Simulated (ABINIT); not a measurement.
# Sb (Im-3m) in ABINIT: single point with PBE

Aim: the single point of Sb with PBE.

All numbers are computed with ABINIT 10.8.3 (patched build); they aren't measurements. Logs are shortened: lines on timing, memory, paths and dates and some standing lists are left out, and cuts for length are marked. The log counts tension as positive stress, the text compression.

**1. The structure**

The structure is cubic, space group Im-3m (No. 229). The conventional cell has a = 3.743 Å, b = 3.743 Å, c = 3.743 Å, α = 90.00°, β = 90.00°, γ = 90.00°. Sb (site symmetry m-3m) is surrounded by 8 Sb at 3.24 Å.

This isn't the form of Sb at room conditions, which is rhombohedral.

**2. Single point, PBE**

Contents of run.abi:

```
pp_dirpath "./"
pseudos "Sb.upf"

acell 3.2412574934 3.2412574934 3.2412574934 Angstrom
rprim
    -0.5773502692     0.5773502692     0.5773502692
     0.5773502692    -0.5773502692     0.5773502692
     0.5773502692     0.5773502692    -0.5773502692
ntypat 1
znucl 51
natom 1
typat 1
xred
     0.0000000000     0.0000000000     0.0000000000

ecut 1088.455450 eV

kptopt 1
ngkpt 8 8 8
nshiftk 1
shiftk 0.0 0.0 0.0

ixc 11

nband 12
occopt 3
tsmear 0.05 eV

nstep 100
tolvrs 1.0e-10

iomode 3
prtwf 0
prtden 0
prteig 0
prtebands 0
enunit 2
```

Potentials or basis: PseudoDojo NC SR PBE v0.4.1 standard.

Command:

```sh
mpirun --bind-to none -np 4 abinit run.abi > log 2>&1
```

run.abo:

```text
.Version 10.8.3 of ABINIT
 Symmetries : space group Im -3 m (#229); Bravais cI (body-center cubic)
================================================================================
 Values of the parameters that define the memory need of the present run
     intxc =       0    ionmov =       0      iscf =       7    lmnmax =       6
     lnmax =       6     mgfft =      36  mpssoang =       3    mqgrid =    3001
     natom =       1  nloc_mem =       1    nspden =       1   nspinor =       1
    nsppol =       1      nsym =      48    n1xccc =    2501    ntypat =       1
    occopt =       3   xclevel =       2
       mpw =        2154          nfft =       46656          nkpt =          29
================================================================================
================================================================================

--------------------------------------------------------------------------------
------------- Echo of variables that govern the present computation ------------
--------------------------------------------------------------------------------
 -outvars: echo values of preprocessed input variables --------
            acell      6.1250889661E+00  6.1250889661E+00  6.1250889661E+00 Bohr
              amu      1.21753000E+02
             ecut      4.00000000E+01 Hartree
           enunit           2
              ixc          11
         kptrlatt        8    0    0      0    8    0      0    0    8
          kptrlen      4.90007117E+01
            natom           1
            nband          12
            ngfft          36      36      36
             nkpt          29
            nstep         100
             nsym          48
           ntypat           1
           occopt           3
           prtden           0
        prtebands           0
           prteig           0
            prtwf           0
            rprim     -5.7735026920E-01  5.7735026920E-01  5.7735026920E-01
                       5.7735026920E-01 -5.7735026920E-01  5.7735026920E-01
                       5.7735026920E-01  5.7735026920E-01 -5.7735026920E-01
          spgroup         229
           tolvrs      1.00000000E-10
           tsmear      1.83746611E-03 Hartree
            typat      1
            znucl       51.00000

================================================================================

 chkinp: Checking input parameters for consistency.

================================================================================
== DATASET  1 ==================================================================

--- !DatasetInfo
iteration_state: {dtset: 1, }
dimensions: {natom: 1, nkpt: 29, mband: 12, nsppol: 1, nspinor: 1, nspden: 1, mpw: 2154, }
cutoff_energies: {ecut:  40.0, pawecutdg:  -1.0, }
electrons: {nelect:   1.50000000E+01, charge:   0.00000000E+00, occopt:   3.00000000E+00, tsmear:   1.83746611E-03, }
meta: {optdriver: 0, ionmov: 0, optcell: 0, iscf: 7, paral_kgb: 0, }
...

 Exchange-correlation functional for the present dataset will be:
  GGA: Perdew-Burke-Ernzerhof functional - ixc=11
  J.P.Perdew, K.Burke, M.Ernzerhof, PRL 77, 3865 (1996)

 Real(R)+Recip(G) space primitive vectors, cartesian coordinates (Bohr,Bohr^-1):
 R(1)= -3.5363218  3.5363218  3.5363218  G(1)=  0.0000000  0.1413898  0.1413898
 R(2)=  3.5363218 -3.5363218  3.5363218  G(2)=  0.1413898  0.0000000  0.1413898
 R(3)=  3.5363218  3.5363218 -3.5363218  G(3)=  0.1413898  0.1413898  0.0000000
 Unit cell volume ucvol=  1.7689490E+02 bohr^3
 Angles (23,13,12)=  1.09471221E+02  1.09471221E+02  1.09471221E+02 degrees

 getcut: wavevector=  0.0000  0.0000  0.0000  ngfft=  36  36  36
         ecut(hartree)=     40.000   => boxcut(ratio)=   2.06441

--- Pseudopotential description ------------------------------------------------
- pspini: atom type   1  psp file is ./Sb.upf
12 -101130 2 -1 1434                          pspcod,pspxc,lmax,lloc,mmax
     nproj     2     2     2

   3.99838187E+02                                ecore*ucvol(ha*bohr**3)
--------------------------------------------------------------------------------

================================================================================

--- !BeginCycle
iteration_state: {dtset: 1, }
solver: {iscf: 7, nstep: 100, nline: 4, wfoptalg: 0, }
tolerances: {tolvrs: 1.00E-10, }
...

     iter   Etot(hartree)      deltaE(h)  residm     vres2
 ETOT  1  -90.872659443757    -9.087E+01 5.182E-01 6.026E-01
 ETOT  2  -90.944513608543    -7.185E-02 1.353E-02 3.242E+00
 ETOT  3  -90.944893095219    -3.795E-04 9.296E-02 1.281E+00
 ETOT  4  -90.945120228263    -2.271E-04 2.229E-02 1.181E-02
 ETOT  5  -90.945122998565    -2.770E-06 4.195E-02 9.578E-05
 ETOT  6  -90.945123030406    -3.184E-08 3.960E-02 3.962E-06
 ETOT  7  -90.945123032255    -1.850E-09 3.221E-02 1.500E-07
 ETOT  8  -90.945123032415    -1.596E-10 1.682E-02 1.739E-09
 ETOT  9  -90.945123032427    -1.201E-11 1.458E-02 1.608E-11

 At SCF step    9       vres2   =  1.61E-11 < tolvrs=  1.00E-10 =>converged.

 Cartesian components of stress tensor (hartree/bohr^3)
  sigma(1 1)= -7.25174340E-05  sigma(3 2)=  0.00000000E+00
  sigma(2 2)= -7.25174340E-05  sigma(3 1)=  0.00000000E+00
  sigma(3 3)= -7.25174340E-05  sigma(2 1)=  0.00000000E+00

--- !ResultsGS
iteration_state: {dtset: 1, }
comment   : Summary of ground state results
lattice_vectors:
- [ -3.5363218,   3.5363218,   3.5363218, ]
- [  3.5363218,  -3.5363218,   3.5363218, ]
- [  3.5363218,   3.5363218,  -3.5363218, ]
lattice_lengths: [   6.12509,    6.12509,    6.12509, ]
lattice_angles: [109.471, 109.471, 109.471, ] # degrees, (23, 13, 12)
lattice_volume:   1.7689490E+02
convergence: {deltae: -1.201E-11, res2:  1.608E-11, residm:  1.458E-02, diffor: null, }
etotal    :  -9.09451230E+01
entropy   :   0.00000000E+00
fermie    :   3.07211637E-01
cartesian_stress_tensor: # hartree/bohr^3
- [ -7.25174340E-05,   0.00000000E+00,   0.00000000E+00, ]
- [  0.00000000E+00,  -7.25174340E-05,   0.00000000E+00, ]
- [  0.00000000E+00,   0.00000000E+00,  -7.25174340E-05, ]
pressure_GPa:   2.1335E+00
xred      :
- [  0.0000E+00,   0.0000E+00,   0.0000E+00, Sb]
cartesian_forces: # hartree/bohr
- [  0.00000000E+00,   0.00000000E+00,   0.00000000E+00, ]
force_length_stats: {min:   0.00000000E+00, max:   0.00000000E+00, mean:   0.00000000E+00, }
...

 Integrated electronic density in atomic spheres:
 ------------------------------------------------
 Atom  Sphere_radius  Integrated_density
    1        2.00000         11.17303299
================================================================================

 ----iterations are completed or convergence reached----

 Mean square residual over all n,k,spin=   15.623E-05; max=  14.584E-03
 reduced coordinates (array xred) for    1 atoms
       0.000000000000      0.000000000000      0.000000000000
 rms dE/dt=  6.0727E-31; max dE/dt=  0.0000E+00; dE/dt below (all hartree)
    1       0.000000000000     -0.000000000000      0.000000000000

 cartesian coordinates (angstrom) at end:
    1      0.00000000000000     0.00000000000000     0.00000000000000

 cartesian forces (hartree/bohr) at end:
    1      0.00000000000000     0.00000000000000     0.00000000000000
 frms,max,avg= 0.0000000E+00 0.0000000E+00   0.000E+00  0.000E+00  0.000E+00 h/b

 cartesian forces (eV/Angstrom) at end:
    1      0.00000000000000     0.00000000000000     0.00000000000000
 frms,max,avg= 0.0000000E+00 0.0000000E+00   0.000E+00  0.000E+00  0.000E+00 e/A
 length scales=  6.125088966072  6.125088966072  6.125088966072 bohr
              =  3.241257493400  3.241257493400  3.241257493400 angstroms
 Fermi (or HOMO) energy (hartree) =   0.30721   Average Vxc (hartree)=  -0.40538
 Eigenvalues (hartree) for nkpt=  29  k points:
 kpt#   1, nband= 12, wtk=  0.00195, kpt=  0.0000  0.0000  0.0000 (reduced coord)
  -0.76624   -0.76624   -0.76624   -0.76348   -0.76348   -0.16943    0.51944    0.51944
   0.51944    0.72925    0.72927    0.73135
      occupation numbers for kpt#   1
   2.00000    2.00000    2.00000    2.00000    2.00000    2.00000    0.00000    0.00000
   0.00000    0.00000    0.00000    0.00000
 prteigrs : prtvol=0 or 1, do not print more k-points.

 Fermi (or HOMO) energy (eV) =   8.35965   Average Vxc (eV)= -11.03096
 Eigenvalues (   eV  ) for nkpt=  29  k points:
 kpt#   1, nband= 12, wtk=  0.00195, kpt=  0.0000  0.0000  0.0000 (reduced coord)
 -20.85037  -20.85037  -20.85037  -20.77539  -20.77539   -4.61046   14.13478   14.13478
  14.13478   19.84392   19.84450   19.90117
 prteigrs : prtvol=0 or 1, do not print more k-points.

--- !EnergyTerms
iteration_state     : {dtset: 1, }
comment             : Components of total free energy in Hartree
kinetic             :  5.32884322543013E+01
hartree             :  1.93886687729510E+01
xc                  : -2.27523219620041E+01
Ewald energy        : -5.78869501218829E+01
psp_core            :  2.26031494816122E+00
local_psp           : -6.57886556333813E+01
non_local_psp       : -1.94544140513879E+01
internal            : -9.09449257932427E+01
'-kT*entropy'       : -1.97239184317478E-04
total_energy        : -9.09451230324270E+01
total_energy_eV     : -2.47474287002364E+03
band_energy         : -7.07048646880235E+00
...

 Cartesian components of stress tensor (hartree/bohr^3)
  sigma(1 1)= -7.25174340E-05  sigma(3 2)=  0.00000000E+00
  sigma(2 2)= -7.25174340E-05  sigma(3 1)=  0.00000000E+00
  sigma(3 3)= -7.25174340E-05  sigma(2 1)=  0.00000000E+00

-Cartesian components of stress tensor (GPa)         [Pressure=  2.1335E+00 GPa]
- sigma(1 1)= -2.13353657E+00  sigma(3 2)=  0.00000000E+00
- sigma(2 2)= -2.13353657E+00  sigma(3 1)=  0.00000000E+00
- sigma(3 3)= -2.13353657E+00  sigma(2 1)=  0.00000000E+00

== END DATASET(S) ==============================================================
================================================================================

 -outvars: echo values of variables after computation  --------
            acell      6.1250889661E+00  6.1250889661E+00  6.1250889661E+00 Bohr
           etotal     -9.0945123032E+01
            fcart      0.0000000000E+00  0.0000000000E+00  0.0000000000E+00
            rprim     -5.7735026920E-01  5.7735026920E-01  5.7735026920E-01
                       5.7735026920E-01 -5.7735026920E-01  5.7735026920E-01
                       5.7735026920E-01  5.7735026920E-01 -5.7735026920E-01
           strten     -7.2517434004E-05 -7.2517434004E-05 -7.2517434004E-05
                       0.0000000000E+00  0.0000000000E+00  0.0000000000E+00
 Calculation completed.
```

Wall time 6.7 s (4 MPI ranks of Arm Neoverse V1, shared host); peak memory 0.24 GiB.

What came out:

```
Free energy                                           : -2474.7429 eV
Pressure                                              : 2.1 GPa
Band gap on the k mesh                                : none (metal or under the smearing width)
Valence electrons inside the program's atomic spheres : Sb 11.17 (radii [1.0584] Å)
```

Spin-orbit coupling is left out, which matters for the levels of Sb.
